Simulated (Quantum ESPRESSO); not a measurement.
# Al (Fm-3m) in Quantum ESPRESSO: notebook, part 2 of 3

Quantum ESPRESSO 7.5.

## (3) Phonons, PBEsol

The input, pw.in:

```
&CONTROL
  calculation = 'scf'
  prefix = 'pwscf'
  outdir = './tmp'
  pseudo_dir = './pseudo'
  tprnfor = .true.
  tstress = .true.
  disk_io = 'low'
/
&SYSTEM
  ibrav = 0
  nat = 1
  ntyp = 1
  ecutwfc = 45
  ecutrho = 360
  nbnd = 6
  occupations = 'smearing'
  smearing = 'mp'
  degauss = 0.01469973
/
&ELECTRONS
  conv_thr = 2d-10
  electron_maxstep = 120
  mixing_beta = 0.5
/
ATOMIC_SPECIES
Al    26.9815 al_pbesol_v1.uspp.F.UPF
CELL_PARAMETERS angstrom
   0.0000000000    2.0248050000    2.0248050000
   2.0248050000    0.0000000000    2.0248050000
   2.0248050000    2.0248050000    0.0000000000
ATOMIC_POSITIONS crystal
Al     0.0000000000    0.0000000000    0.0000000000
K_POINTS automatic
11 11 11 0 0 0
```

The input, relax.in:

```
&CONTROL
  calculation = 'vc-relax'
  prefix = 'pwscf'
  outdir = './tmp'
  pseudo_dir = './pseudo'
  tprnfor = .true.
  tstress = .true.
  disk_io = 'low'
  nstep = 40
  forc_conv_thr = 0.0001
  etot_conv_thr = 1d-06
/
&SYSTEM
  ibrav = 0
  nat = 1
  ntyp = 1
  ecutwfc = 45
  ecutrho = 360
  nbnd = 6
  occupations = 'smearing'
  smearing = 'mp'
  degauss = 0.01469973
/
&ELECTRONS
  conv_thr = 2d-10
  electron_maxstep = 120
  mixing_beta = 0.5
/
&IONS
  ion_dynamics = 'bfgs'
/
&CELL
  cell_dynamics = 'bfgs'
  press = 0
  press_conv_thr = 0.2
/
ATOMIC_SPECIES
Al    26.9815 al_pbesol_v1.uspp.F.UPF
CELL_PARAMETERS angstrom
   0.0000000000    2.0248050000    2.0248050000
   2.0248050000    0.0000000000    2.0248050000
   2.0248050000    2.0248050000    0.0000000000
ATOMIC_POSITIONS crystal
Al     0.0000000000    0.0000000000    0.0000000000
K_POINTS automatic
11 11 11 0 0 0
```

The input, scf2.in:

```
&CONTROL
  calculation = 'scf'
  prefix = 'pwscf'
  outdir = './tmp'
  pseudo_dir = './pseudo'
  tprnfor = .true.
  tstress = .true.
  disk_io = 'low'
/
&SYSTEM
  ibrav = 0
  nat = 1
  ntyp = 1
  ecutwfc = 45
  ecutrho = 360
  nbnd = 6
  occupations = 'smearing'
  smearing = 'mp'
  degauss = 0.01469973
/
&ELECTRONS
  conv_thr = 1d-13
  electron_maxstep = 120
  mixing_beta = 0.5
  startingpot = 'file'
  startingwfc = 'file'
/
ATOMIC_SPECIES
Al    26.9815 al_pbesol_v1.uspp.F.UPF
CELL_PARAMETERS angstrom
   0.0000000000    2.0078269028    2.0078269028
   2.0078269028    0.0000000000    2.0078269028
   2.0078269028    2.0078269028    0.0000000000
ATOMIC_POSITIONS crystal
Al     0.0000000000    0.0000000000    0.0000000000
K_POINTS automatic
11 11 11 0 0 0
```

The input, ph.in:

```
phonons of Al
&INPUTPH
  prefix = 'pwscf'
  outdir = './tmp'
  tr2_ph = 1d-16
  fildyn = 'dyn'
  niter_ph = 60
  alpha_mix(1) = 0.4
/
0.5303300859 0.5303300859 -0.0000000000
```

Potentials or basis: GBRV 1.5 PBEsol.

Run with:

```bash
OMP_NUM_THREADS=1 pw.x -in pw.in > pw.out
OMP_NUM_THREADS=1 pw.x -in relax.in > relax.out
OMP_NUM_THREADS=1 pw.x -in scf2.in > scf2.out
OMP_NUM_THREADS=1 ph.x -in ph.in > ph.out
```

pw.out:

```text
This program is part of the open-source Quantum ESPRESSO suite
     for quantum simulation of materials; please cite
[... 9 lines left out ...]
     --------------------
     sticks:   dense  smooth     PW     G-vecs:    dense   smooth      PW
     Sum         733     367    121                12939     4621     893

     Using Slab Decomposition

     bravais-lattice index     =            0
     lattice parameter (alat)  =       5.4112  a.u.
     unit-cell volume          =     112.0408 (a.u.)^3
     number of atoms/cell      =            1
     number of atomic types    =            1
     number of electrons       =         3.00
     number of Kohn-Sham states=            6
     kinetic-energy cutoff     =      45.0000  Ry
     charge density cutoff     =     360.0000  Ry
     scf convergence threshold =      2.0E-10
     mixing beta               =       0.5000
     number of iterations used =            8  plain     mixing
     Exchange-correlation= SLA  PW   PSX  PSC
                           (   1   4  10   8   0   0   0)

     celldm(1)=   5.411243  celldm(2)=   0.000000  celldm(3)=   0.000000
     celldm(4)=   0.000000  celldm(5)=   0.000000  celldm(6)=   0.000000

     crystal axes: (cart. coord. in units of alat)
               a(1) = (   0.000000   0.707107   0.707107 )
               a(2) = (   0.707107   0.000000   0.707107 )
               a(3) = (   0.707107   0.707107   0.000000 )

     reciprocal axes: (cart. coord. in units 2 pi/alat)
               b(1) = ( -0.707107  0.707107  0.707107 )
               b(2) = (  0.707107 -0.707107  0.707107 )
               b(3) = (  0.707107  0.707107 -0.707107 )

     PseudoPot. # 1 for Al read from file:
     al_pbesol_v1.uspp.F.UPF
     Pseudo is Ultrasoft + core correction, Zval =  3.0
     Generated by new atomic code, or converted to UPF format
     Using radial grid of  893 points,  3 beta functions with:
                l(1) =   0
                l(2) =   1
                l(3) =   2
     Q(r) pseudized with  8 coefficients,  rinner =    0.900   0.900   0.900
                                                       0.900   0.900

     atomic species   valence    mass     pseudopotential
     Al                3.00    26.98150     Al( 1.00)

     48 Sym. Ops., with inversion, found

   Cartesian axes

     site n.     atom                  positions (alat units)
         1        Al     tau(   1) = (   0.0000000   0.0000000   0.0000000  )

     number of k points=    56  Methfessel-Paxton smearing, width (Ry)=  0.0147
                       cart. coord. in units 2pi/alat
        k(    1) = (   0.0000000   0.0000000   0.0000000), wk =   0.0015026
        k(    2) = (   0.0642824   0.0642824  -0.0642824), wk =   0.0120210
        k(    3) = (   0.1285649   0.1285649  -0.1285649), wk =   0.0120210
        k(    4) = (   0.1928473   0.1928473  -0.1928473), wk =   0.0120210
        k(    5) = (   0.2571297   0.2571297  -0.2571297), wk =   0.0120210
        k(    6) = (   0.3214122   0.3214122  -0.3214122), wk =   0.0120210
[... 48 lines left out ...]
        k(   55) = (  -0.0642824  -0.4499770   0.7071068), wk =   0.0360631
        k(   56) = (   0.0000000  -0.3856946   0.6428243), wk =   0.0360631

     Dense  grid:    12939 G-vectors     FFT dimensions: (  36,  36,  36)

     Smooth grid:     4621 G-vectors     FFT dimensions: (  24,  24,  24)

     Initial potential from superposition of free atoms

     starting charge       2.9976, renormalised to       3.0000
     Starting wfcs are    4 randomized atomic wfcs +    2 random wfcs

     Self-consistent Calculation

     iteration #  1     ecut=    45.00 Ry     beta= 0.50
     Davidson diagonalization with overlap
     ethr =  1.00E-02,  avg # of iterations =  5.6

     Threshold (ethr) on eigenvalues was too large:
     Diagonalizing with lowered threshold

     Davidson diagonalization with overlap
     ethr =  1.98E-04,  avg # of iterations =  2.1

     total energy              =      -6.66509808 Ry
     estimated scf accuracy    <       0.00593738 Ry

     iteration #  2     ecut=    45.00 Ry     beta= 0.50
     Davidson diagonalization with overlap
     ethr =  1.98E-04,  avg # of iterations =  1.0

     total energy              =      -6.66468845 Ry
     estimated scf accuracy    <       0.00122151 Ry

     iteration #  3     ecut=    45.00 Ry     beta= 0.50
     Davidson diagonalization with overlap
     ethr =  4.07E-05,  avg # of iterations =  1.4

     total energy              =      -6.66473870 Ry
     estimated scf accuracy    <       0.00000312 Ry
[... 5 lines left out ...]
     total energy              =      -6.66473979 Ry
     estimated scf accuracy    <          9.9E-09 Ry

     iteration #  5     ecut=    45.00 Ry     beta= 0.50
     Davidson diagonalization with overlap
     ethr =  3.30E-10,  avg # of iterations =  2.0

     total energy              =      -6.66473980 Ry
     estimated scf accuracy    <          2.0E-09 Ry

     iteration #  6     ecut=    45.00 Ry     beta= 0.50
     Davidson diagonalization with overlap
     ethr =  6.80E-11,  avg # of iterations =  1.0

     End of self-consistent calculation

          k = 0.0000 0.0000 0.0000 (   537 PWs)   bands (ev):

    -3.3373  20.3541  20.3541  21.5772  21.5772  21.5772

          k = 0.0643 0.0643-0.0643 (   555 PWs)   bands (ev):

    -3.1136  17.4116  19.6603  19.6603  22.3313  22.5943

          k = 0.1286 0.1286-0.1286 (   567 PWs)   bands (ev):

    -2.4443  13.7906  18.9172  18.9172  22.1240  23.4331

          k = 0.1928 0.1928-0.1928 (   573 PWs)   bands (ev):

    -1.3346  10.3790  18.5063  18.5064  21.9215  21.9684

          k = 0.2571 0.2571-0.2571 (   580 PWs)   bands (ev):
[... 195 lines left out ...]
          k =-0.1286-0.3857 0.6428 (   566 PWs)   bands (ev):

     4.4262   6.7021  10.0234  10.9057  21.7568  22.6481

          k =-0.0643-0.4500 0.7071 (   568 PWs)   bands (ev):

     5.0084   8.3061   8.3541   9.8629  20.3621  21.9228

          k = 0.0000-0.3857 0.6428 (   578 PWs)   bands (ev):

     6.3947   6.6497   8.0480   9.9085  21.5592  24.2782

     the Fermi energy is     7.7841 ev

!    total energy              =      -6.66473980 Ry
     estimated scf accuracy    <          4.5E-11 Ry
     smearing contrib. (-TS)   =      -0.00006326 Ry
     internal energy E=F+TS    =      -6.66467654 Ry

     The total energy is F=E-TS. E is the sum of the following terms:
     one-electron contribution =       2.96779016 Ry
     hartree contribution      =       0.00820908 Ry
     xc contribution           =      -4.24859093 Ry
     ewald contribution        =      -5.39208485 Ry

     convergence has been achieved in   6 iterations

     Forces acting on atoms (cartesian axes, Ry/au):

     atom    1 type  1   force =     0.00000000    0.00000000    0.00000000

     Total force =     0.000000     Total SCF correction =     0.000000

     Computing stress (Cartesian axis) and pressure

          total   stress  (Ry/bohr**3)                   (kbar)     P=      -19.98
  -0.00013582   0.00000000   0.00000000          -19.98        0.00        0.00
   0.00000000  -0.00013582   0.00000000            0.00      -19.98        0.00
   0.00000000   0.00000000  -0.00013582            0.00        0.00      -19.98

=------------------------------------------------------------------------------=
   JOB DONE.
=------------------------------------------------------------------------------=
```

scf2.out:

```text
This program is part of the open-source Quantum ESPRESSO suite
     for quantum simulation of materials; please cite
[... 9 lines left out ...]
     --------------------
     sticks:   dense  smooth     PW     G-vecs:    dense   smooth      PW
     Sum         721     361    121                12627     4477     893
[... 381 lines left out ...]
  -0.00000003  -0.00000000  -0.00000000           -0.00       -0.00       -0.00
  -0.00000000  -0.00000003  -0.00000000           -0.00       -0.00       -0.00
  -0.00000000  -0.00000000  -0.00000003           -0.00       -0.00       -0.00

=------------------------------------------------------------------------------=
   JOB DONE.
=------------------------------------------------------------------------------=
```

Run time: 76 s. Hardware: 1 thread of Arm Neoverse V1, shared host; peak memory 0.09 GiB.

Results:

- Free energy: -90.6810 eV
- Relaxed volume: 16.19 Å³/atom
- Relaxed cell: a = 2.839 Å, b = 2.839 Å, c = 2.839 Å, α = 60.00°, β = 60.00°, γ = 60.00°
- Space group after relaxing (to 0.05 Å): Fm-3m (No. 225)
- Pressure after relaxing: 0.0 GPa
- Band gap on the k mesh: none (metal or under the smearing width)
- Highest phonon frequency at the q point run: 288 cm⁻¹

The path:
| step | energy change (eV) | largest force (eV/Å) | pressure (GPa) | volume (Å³) |
| --- | --- | --- | --- | --- |
| 1 | 0.0000 | 0.0000 | -2.00 | 16.60 |
| 2 | -0.0017 | 0.0000 | -1.22 | 16.43 |
| 3 | -0.0026 | 0.0000 | 0.03 | 16.18 |
| 4 | -0.0026 | 0.0000 | 0.00 | 16.19 |

Final structure:
```xyz
1
Lattice="0.0000 2.0078 2.0078 2.0078 0.0000 2.0078 2.0078 2.0078 0.0000" Properties=species:S:1:pos:R:3 pbc="T T T"
Al    0.0000    0.0000    0.0000
```

Phonon frequencies in cm⁻¹ (negative: imaginary):
| q point | frequencies |
| --- | --- |
| (0.375, 0.375, 0.750) | 181 266 288 |

Phonon modes at q = (0.375, 0.375, 0.750) in reciprocal lattice units:
```
mode  symmetry  cm⁻¹
   1       B_1   181
   2       A_1   266
   3       B_2   288
```

Caveat: the q point doesn't lie on the k mesh, which can shift a metal's frequencies strongly unless the mesh is converged.

(Part 2 of 3 ends here.)
